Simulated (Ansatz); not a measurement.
Runs of Ansatz 0.2.0 on Rh. The structure is cubic, space group Fm-3m (No. 225). The conventional cell has a = 3.796 Å, b = 3.796 Å, c = 3.796 Å, α = 90.00°, β = 90.00°, γ = 90.00°. Around Rh (site symmetry m-3m) lie 12 Rh at 2.68 Å. 

```csv
task,level,cell,cutoff (eV),smearing,gap on the mesh (eV),pressure (GPa)
single point,HSE06+D4,as given,420,methfessel-paxton 0.1 eV,none,(a)
relaxation of cell and atoms,HF,relaxed,420,fermi-dirac 0.05 eV,none,0.0
single point,HF,as given,420,fermi-dirac 0.05 eV,none,3.2
single point,r2SCAN50,as given,500,fermi-dirac 0.05 eV,none,-13.3
```

Alike in all rows: potentials or basis Ansatz PAW; no spin polarisation; k mesh 6 × 6 × 6; the mesh is coarse, so values aren't converged.

Problem. Fill in the values left out.

Solution. (a) -11.2.

Caveats: all runs use coarse meshes; the PAW data sets come from PBE, with cores solved anew for the run's functional, which leaves a small shift of forces and pressure; the thresholds are loose for stress (some runs); pairwise dispersion overbinds metals, which lowers pressure and volume (some runs); the plane-wave basis is chosen anew once the cell has moved, so the energies of steps on either side of that aren't comparable (some runs).

A k mesh can miss the band edges, and the runs leave out spin-orbit coupling on Rh.

A gap of «none» marks a metal or a gap under the smearing width.
